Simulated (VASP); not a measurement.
## CaO (rocksalt): one GW calculation on PBE orbitals in two programs

```
Ca O
1.0
     0.00000    2.39755    2.39755
     2.39755    0.00000    2.39755
     2.39755    2.39755    0.00000
Ca O
1 1
Direct
  0.00000 0.00000 0.00000
  0.50000 0.50000 0.50000
```

The two codes use different PAW datasets and cutoffs. VASP's cell holds 16 valence electrons and Ansatz's 16. Both sum 82 empty bands with a screening cutoff of 120 eV, short of the basis and mesh limit, and the G₀W₀ gap is that of the linearised levels of the first step.

Cutoffs: 500 eV in VASP, 420 eV in Ansatz. k meshes: 6×6×6 and 6×6×6.

|  | VASP | Ansatz |
| --- | --- | --- |
| PBE gap on the mesh | 3.66 eV | 3.65 eV |
| G₀W₀ gap on the mesh | 5.81 eV | 5.80 eV |
